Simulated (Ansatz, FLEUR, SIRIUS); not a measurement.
# One calculation of CdSe, 5 ways

```
Cd Se
1.0
     4.30000    0.00000    0.00000
    -2.15000    3.72391    0.00000
     0.00000    0.00000    7.02000
Cd Se
2 2
Direct
  0.66667 0.33333 0.50000
  0.33333 0.66667 0.00000
  0.66667 0.33333 0.88500
  0.33333 0.66667 0.38500
```

Alike in all runs: task band structure; functional PBE; k mesh 7 × 7 × 4; occupations fermi-dirac, width 0.05 eV; no spin polarisation; no spin-orbit coupling. Pressure is positive in compression and, in plane waves, holds the error of the finite cutoff, which Ansatz's Pulay term estimates and takes out. Gaps are the smaller of the mesh's and the band path's.

```json
{"program and potentials": "Ansatz, Ansatz PAW large core", "plane-wave cutoff (eV)": "420", "notes": "13 valence electrons an atom on average; Pulay term of +0.04 GPa included", "band gap (eV)": "0.71", "pressure (GPa)": "3.03", "largest force (eV/Å)": "0.283"}
{"program and potentials": "Ansatz, Ansatz PAW", "plane-wave cutoff (eV)": "420", "notes": "18 valence electrons an atom on average; Pulay term of +0.03 GPa included", "band gap (eV)": "0.70", "pressure (GPa)": "3.01", "largest force (eV/Å)": "0.282"}
{"program and potentials": "Ansatz, PseudoDojo stringent (PBE files)", "plane-wave cutoff (eV)": "1633", "notes": "22 valence electrons an atom on average; Pulay term of +0.08 GPa included", "band gap (eV)": "0.70", "pressure (GPa)": "3.04", "largest force (eV/Å)": "0.283"}
{"program and potentials": "SIRIUS, all-electron FP-LAPW (Koelling-Harmon valence), apw+lo standard", "plane-wave cutoff (eV)": "-", "notes": "-", "band gap (eV)": "0.70", "pressure (GPa)": "-", "largest force (eV/Å)": "0.283"}
{"program and potentials": "FLEUR, all-electron, FLAPW", "plane-wave cutoff (eV)": "-", "notes": "-", "band gap (eV)": "0.70", "pressure (GPa)": "-", "largest force (eV/Å)": "-"}
```

Force on atom 2 (Cd), eV/Å:

```csv
program and potentials,x,y,z
"Ansatz, Ansatz PAW large core",0.000,0.000,0.283
"Ansatz, Ansatz PAW",0.000,0.000,0.282
"Ansatz, PseudoDojo stringent (PBE files)",0.000,0.000,0.283
"SIRIUS, all-electron FP-LAPW (Koelling-Harmon valence), apw+lo standard",0.000,0.000,0.283
```

The band gap spans 0.70 (SIRIUS, all-electron FP-LAPW (Koelling-Harmon valence), apw+lo standard) to 0.71 eV (Ansatz, Ansatz PAW large core), with all-electron results at 0.70. The pressure spans 3.01 (Ansatz, Ansatz PAW) to 3.04 GPa (Ansatz, PseudoDojo stringent (PBE files)). Spin-orbit coupling, left out here, moves the band edges of heavy atoms.

The functional is the same throughout but for its coding, so the spread measures potentials, basis and numerics; runs on potential files found faulty are left out.

The close agreement between potentials and all-electron methods shows that freezing the deeper shells hardly disturbs the bonding or the band edges. The gap of about 0.70 eV is nevertheless far below the measured gap of wurtzite CdSe, and since the all-electron runs share it, the shortfall belongs to the functional. PBE lacks the derivative discontinuity and places the Cd 4d states too high, so that their repulsion with Se 4p raises the valence-band maximum.

The positive pressure means that the cell is smaller than PBE would choose, in line with its usual underbinding. The force is a separate matter of the internal coordinate: the Cd–Se bond along the polar axis is longer than the other three, and Cd is pulled towards that Se, which would even out the four bonds. Relaxing the volume would probably narrow the gap further, as expansion weakens the splitting between the Se 4p valence states and the antibonding, cation-s-like conduction-band minimum.
